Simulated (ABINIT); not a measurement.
The system is CuO (Tenorite).

```xyz
4
Lattice="2.3418 -1.7113 0.0000 2.3418 1.7113 0.0000 -0.8500 0.0000 5.0579" Properties=species:S:1:pos:R:3 pbc="T T T"
Cu    0.7459   -0.8557    2.5289
Cu    1.1709    0.8557    0.0000
O     1.7043    0.2793    3.7934
O     2.1293   -0.2793    1.2645
```

Base run:

```yaml
Program: ABINIT 10.8.3 (patched build)
Functional: PBE
Potentials_or_basis: PseudoDojo NC SR PBE v0.4.1 standard
Cutoff: 1252 eV
k_mesh: 8 × 8 × 4
Occupations: fermi-dirac, width 0.05 eV
Spin: no spin polarisation
```

Its results: band gap on the k mesh none (metal or under the smearing width); pressure 5.5 GPa; largest force 0.288 eV/Å.

After a change of settings the same cell gave: band gap on the k mesh none (metal or under the smearing width); pressure -9.7 GPa; largest force 0.494 eV/Å. Which change was it?
A. potentials or basis from PseudoDojo NC SR PBE v0.4.1 standard to SG15 NC PBE v1.2; cutoff from 1252 eV to 1088 eV
B. functional from PBE to PBEsol; potentials or basis from PseudoDojo NC SR PBE v0.4.1 standard to PseudoDojo NC SR PBEsol v0.4.1 standard; cutoff from 1252 eV to 1143 eV
C. functional from PBE to LDA; potentials or basis from PseudoDojo NC SR PBE v0.4.1 standard to PseudoDojo NC SR LDA v0.4.1 standard

C.

Caveats: the run has no spin polarisation, though such a crystal can be magnetic; semilocal functionals often make such compounds metallic where correlation or magnetic order opens a gap, which also shifts bond lengths.
